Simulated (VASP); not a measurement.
A run of VASP 6.6.1 is set up as follows.

Contents of INCAR:

```
ALGO = Normal ; EDIFF = 1E-7
ENCUT = 520 ; GGA = PE
ISIF = 2 ; ISMEAR = 0
ISPIN = 2 ; LASPH = True
LCHARG = False ; LMAXMIX = 4
LORBIT = 11 ; LREAL = False
LWAVE = False ; MAGMOM = 0.8
NBANDS = 15 ; NELM = 150
PREC = Accurate ; SIGMA = 0.1
```

The input KPOINTS:

```
k-points
0
Gamma
  8 8 8
```

POSCAR

```
Ni                                      
1.0
    0.0000000000      1.7054543292      1.7054543292
    1.7054543292      0.0000000000      1.7054543292
    1.7054543292      1.7054543292      0.0000000000
  Ni            
     1
Direct
     0.0000000000000000    0.0000000000000000    0.0000000000000000
```

Potentials or basis: VASP PAW PBE potentials, release 64 (Ni).

Command:

```bash
$ cat potpaw_PBE.64/Ni/POTCAR > POTCAR
$ mpirun -np 1 vasp_std > vasp.out
```

(1) What does it give for the band gap on the k mesh?

(2) Estimate the pressure.

## Answers

(1) none (metal or under the smearing width).

(2) 23.4 GPa.

Caveat: the k mesh is coarse (spacing up to 0.40 Å⁻¹), so the values aren't converged; so large a pressure means that the cell lies far from this level's equilibrium, or that cutoff or potentials fall short.
